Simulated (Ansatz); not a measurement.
Sb:

```
Sb
1.0
     3.35453    0.00000    0.00000
    -1.67727    2.90511    0.00000
     0.00000    0.00000    5.47016
Sb
2
Direct
  0.66667 0.33333 0.75000
  0.33333 0.66667 0.25000
```

This isn't the form of Sb at room conditions, which is rhombohedral.

* Program: Ansatz 0.2.0
* Task: relaxation of cell and atoms
* Functional: PBE
* Dispersion: D3(BJ)
* Potentials or basis: Ansatz PAW
* Cutoff: 420 eV (not typed: the program's choice for these potentials)
* k mesh: 9 × 9 × 5
* Occupations: fermi-dirac, width 0.05 eV
* Spin: no spin polarisation

At the start: volume 26.65 Å³/atom.

Where does the relaxation end?

It ends after 5 steps and the volume is 25.93 Å³/atom (-2.7 %); space group P6_3/mmc (No. 194, to 0.05 Å).

The path:
```tsv
step	energy change (eV)	largest force (eV/Å)	volume (Å³)
1	0.0000	0.0000	53.31
2	-0.0066	0.0000	51.22
3	-0.0082	0.0000	51.90
4	-0.0082	0.0000	51.87
5	-0.0078	0.0000	51.87
```

Final structure:
```yaml
crystal:
  lattice:
    - [3.32712, 0.00000, 0.00000]
    - [-1.66356, 2.88137, 0.00000]
    - [0.00000, 0.00000, 5.41054]
  atoms:
    - { symbol: Sb, position: [0.66667, 0.33333, 0.75000] }
    - { symbol: Sb, position: [0.33333, 0.66667, 0.25000] }
```

Caveat: the plane-wave basis is chosen anew once the cell has moved, so the energies of steps on either side of that aren't comparable; pairwise dispersion overbinds metals, which lowers pressure and volume.
